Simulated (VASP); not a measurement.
Here is a VASP 6.6.1 calculation.

File INCAR:

```
SYSTEM = AgCl
PREC = Accurate
ENCUT = 600
EDIFF = 1E-6
ISMEAR = 0
SIGMA = 0.02
LREAL = .False.
LASPH = .True.
NELM = 100
ALGO = Normal
ISIF = 3
LWAVE = .False.
LCHARG = .False.
GGA = PS
IBRION = 2
NSW = 100
EDIFFG = -0.005
```

Contents of KPOINTS:

```
regular mesh
0
Gamma
  8 8 8
  0 0 0
```

The input POSCAR:

```
AgCl
1.0
    0.0000000000      2.7731500000      2.7731500000
    2.7731500000      0.0000000000      2.7731500000
    2.7731500000      2.7731500000      0.0000000000
Ag Cl
1 1
Direct
    0.5000000000      0.5000000000      0.5000000000
    0.0000000000      0.0000000000      0.0000000000
```

Potentials or basis: VASP PAW PBE potentials, release 64 (Ag, Cl).

Run with:

```console
$ cat potpaw_PBE.64/Ag/POTCAR potpaw_PBE.64/Cl/POTCAR > POTCAR
$ mpirun -np 1 vasp_std > vasp.out
```

Question: What does it give for the relaxed cell?

Answer: a = 3.851 Å, b = 3.851 Å, c = 3.851 Å, α = 60.00°, β = 60.00°, γ = 60.00°.

Question: What does it give for the relaxed volume?

Answer: 20.19 Å³/atom.

Question: What does it give for the space group after relaxing (to 0.05 Å)?

Answer: Fm-3m (No. 225).

Final structure:
```cif
data_structure
_symmetry_space_group_name_H-M 'P 1'
_symmetry_Int_Tables_number 1
_cell_length_a 3.8509
_cell_length_b 3.8509
_cell_length_c 3.8509
_cell_angle_alpha 60.000
_cell_angle_beta 60.000
_cell_angle_gamma 60.000
_cell_volume 40.38
loop_
_atom_site_label
_atom_site_type_symbol
_atom_site_fract_x
_atom_site_fract_y
_atom_site_fract_z
_atom_site_occupancy
Ag1 Ag 0.50000 0.50000 0.50000 1
Cl1 Cl 0.00000 0.00000 0.00000 1
```

Caveat: the PAW data sets were made with another functional, which shifts forces and pressure a little.
